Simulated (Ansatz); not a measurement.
**Ru under strain**

Level of theory: Ansatz, DFT PBE, scalar-relativistic, plane waves, PAW. Settings: 420 eV cutoff, 24×24×12 k-mesh, Gaussian smearing of 0.10 eV, no spin polarisation.

The relaxed crystal:

```
Ru
1.0
     2.72000    0.00000    0.00000
    -1.36000    2.35559    0.00000
     0.00000    0.00000    4.29677
Ru
2
Direct
  0.33333 0.66667 0.25000
  0.66667 0.33333 0.75000
```

Deformation: c alone is stretched, the rest of the cell is held and the atoms relax, all within the symmetry that the strain leaves. Energies are extrapolated to zero smearing. Stress is positive in compression, on the Cartesian axes of the cell above. On this cell's mesh the reference holds a stress of up to 0.54 GPa.

```tsv
strain (%)	ΔE (meV/atom)	a (Å)	b (Å)	c (Å)	σxx (GPa)	σyy (GPa)	σzz (GPa)
-3.0	24.6	2.720	2.720	4.168	6.24	6.24	20.69
-2.0	10.2	2.720	2.720	4.211	4.09	4.09	13.06
-1.0	2.2	2.720	2.720	4.254	2.11	2.11	5.99
+0.0	0.0	2.720	2.720	4.297	0.30	0.30	-0.54
+1.0	3.2	2.720	2.720	4.340	-1.35	-1.35	-6.58
+2.0	11.3	2.720	2.720	4.383	-2.88	-2.88	-12.15
+3.0	23.9	2.720	2.720	4.426	-4.27	-4.27	-17.26
```